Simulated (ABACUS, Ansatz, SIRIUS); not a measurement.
# Fe: equilibrium volume by level of theory

```xyz
1
Lattice="-1.4430 1.4430 1.4430 1.4430 -1.4430 1.4430 1.4430 1.4430 -1.4430" Properties=species:S:1:pos:R:3 pbc="T T T"
Fe    0.0000    0.0000    0.0000
```

```tsv
rung	level	program and potentials	cutoff (eV)	k mesh	smearing	core time	chip	equilibrium volume (Å³/atom)	miss	notes
GGA + dispersion	PBEsol+D3(BJ)	Ansatz, all-electron LAPW, scalar-relativistic	-	13 × 13 × 13	fermi-dirac 0.05	47 s	Arm Neoverse V2	10.55	-10.4 %	-
GGA	BLYP	ABACUS, Ansatz NC PBE, plane waves	1225	10 × 10 × 10	fermi-dirac 0.05	77 s	AMD EPYC 9R14 Zen 4	(a)	?	potentials made for PBE
GGA	PW91	ABACUS, Ansatz NC PBE, plane waves	1225	10 × 10 × 10	fermi-dirac 0.05	2 min	Intel Xeon Platinum 8488C Sapphire Rapids	11.19	-4.9 %	potentials made for PBE
GGA	revPBE	SIRIUS, PseudoDojo 0.4.1 PBE standard (scalar relativistic)	1228	6 × 6 × 6	fermi-dirac 0.05	2.6 min	AMD EPYC 7R43 Zen 3	11.58	-1.6 %	coarse mesh; potentials made for PBE
GGA + dispersion	revPBE+D4	SIRIUS, PseudoDojo 0.4.1 PBE standard (scalar relativistic)	1228	6 × 6 × 6	fermi-dirac 0.05	2.6 min	AMD EPYC 7R43 Zen 3	11.15	-5.3 %	coarse mesh; potentials made for PBE
GGA + dispersion	revPBE+D3(zero damping)	SIRIUS, PseudoDojo 0.4.1 PBE standard (scalar relativistic)	1228	6 × 6 × 6	fermi-dirac 0.05	2.7 min	AMD EPYC 7R43 Zen 3	11.03	-6.3 %	coarse mesh; potentials made for PBE
GGA + dispersion	revPBE+D3(BJ)	SIRIUS, PseudoDojo 0.4.1 PBE standard (scalar relativistic)	1228	6 × 6 × 6	fermi-dirac 0.05	3.1 min	AMD EPYC 7R43 Zen 3	11.06	-6.0 %	coarse mesh; potentials made for PBE
```

Times are single runs on shared hosts and different chips, so they are rough; meshes, cutoffs and the tasks' sizes weigh on the time. Task: relaxation of cell and atoms. All rows: collinear spin, ferromagnetic start. Smearing widths are in eV. For a metal such meshes aren't converged. Meshes differ between rows, which moves values too. Meshes are those of the run's cell of 1 atom unless a note names another. Relaxations start from the cell shown or near it and stop with a little pressure left. The cell shown, of 12.02 Å³ an atom, is the runs' start and not the measured value. Misses use the values as printed. Runs on faulty files, with rough fits or with known faults for this quantity aren't shown. No row holds spin-orbit coupling.

Measured: 11.77 Å³/atom (pmc:2430951, doi:10.1186/1467-4866-9-5). The runs are for a static lattice.

Question: Estimate the value left out from the other rows.

Answer: (a) 11.66 Å³/atom, miss -0.9 %.
